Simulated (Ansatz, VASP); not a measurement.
Given: the input of a run of Ansatz 0.2.0 on Ag.

The input input.yaml:

```yaml
crystal:
  lattice:
    - [0.0, 2.04275, 2.04275]
    - [2.04275, 0.0, 2.04275]
    - [2.04275, 2.04275, 0.0]
  atoms:
    - { symbol: Ag, position: [0.0, 0.0, 0.0] }
kpoints:
  mp_grid: { grid: [11, 11, 11] }
scf:
  occupations: { method: gaussian, width: 0.025 }
hamiltonian:
  xc: pbe
  pseudopotentials: { kind: all_electron, lapw: { basis_error: 0.001 } }
output:
  forces: true
  stress: true
  eigenvalues: true
```

Potentials or basis: all-electron LAPW, scalar-relativistic.

Run with:

```bash
$ ansatz run input.yaml --threads 1 --pin off --max-ram 3072MiB --backend cpu --events-out ev --progress --plain --runs-dir out
```

Question: Set up the same calculation for VASP 6.6.1. Potentials there: VASP PAW PBE potentials, release 64 (Ag).

Answer: As run (the cutoff follows the program's own potentials):

INCAR

```
  PREC = Accurate
  ENCUT = 520
  EDIFF = 1E-6
  ISMEAR = 0
  SIGMA = 0.025
  LREAL = False
  LASPH = True
  NELM = 100
  ALGO = Normal
  ISIF = 2
  LWAVE = False
  LCHARG = False
  GGA = PE
  NBANDS = 12
```

Contents of KPOINTS:

```
regular mesh
0
Gamma
  11 11 11
```

The input POSCAR:

```
Ag
1.0
    0.0000000000      2.0427500000      2.0427500000
    2.0427500000      0.0000000000      2.0427500000
    2.0427500000      2.0427500000      0.0000000000
Ag
1
Direct
    0.0000000000      0.0000000000      0.0000000000
```

Potentials or basis: VASP PAW PBE potentials, release 64 (Ag).

Launch:

```sh
$ cat potpaw_PBE.64/Ag/POTCAR > POTCAR
$ mpirun -np 1 vasp_std > vasp.out
```

Both were run:

|  | VASP | Ansatz | Ansatz less VASP |
| --- | --- | --- | --- |
| gap on the k mesh at the Fermi level (eV) | none | none | - |
| pressure (GPa) | 4.1 | 4.3 | +0.16 |

A gap of «none» marks a metal or a gap that the smearing closes. Ansatz ran all-electron here, so the differences hold the error of VASP's frozen core and of both bases.
